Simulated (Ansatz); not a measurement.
Slab: WS2, a slab with vacuum.

```
W S
1.0
     3.18295    0.00000    0.00000
    -1.59148    2.75652    0.00000
     0.00000    0.00000   28.53222
W S
3 6
Direct
  0.66667 0.33333 0.43436
  0.66667 0.33333 0.88553
  0.00000 0.00000 0.65929
  0.66667 0.33333 0.60463
  0.00000 0.00000 0.37971
  0.00000 0.00000 0.83085
  0.66667 0.33333 0.71395
  0.00000 0.00000 0.48903
  0.00000 0.00000 0.94019
```

Base run:

- Program: Ansatz 0.2.0
- Functional: r2SCAN
- Potentials or basis: Ansatz PAW
- Cutoff: 500 eV (not typed: the program's choice for these potentials)
- k mesh: 7 × 7 × 1
- Occupations: fermi-dirac, width 0.05 eV
- Spin: no spin polarisation
- Hubbard terms: W d U = 2 eV

Its results: band gap on the k mesh 1.65 eV, indirect (least direct gap 2.44 eV); largest force 0.027 eV/Å.

Problem. The run is repeated on the same cell with these changes: hubbard terms from W d U = 2 eV to W d U = 4 eV. What comes out?

Solution. Band gap on the k mesh 1.72 eV, indirect (least direct gap 2.32 eV); largest force 0.015 eV/Å.

Caveats: odd divisions of the mesh miss points on the zone boundary, where band edges often lie, so the gap on the mesh can be too wide; spin-orbit coupling is left out, which moves the levels of the heavy elements; the PAW data sets come from PBE, with cores solved anew for the run's functional, which leaves a small shift of forces and pressure.

A k mesh can miss the band edges.
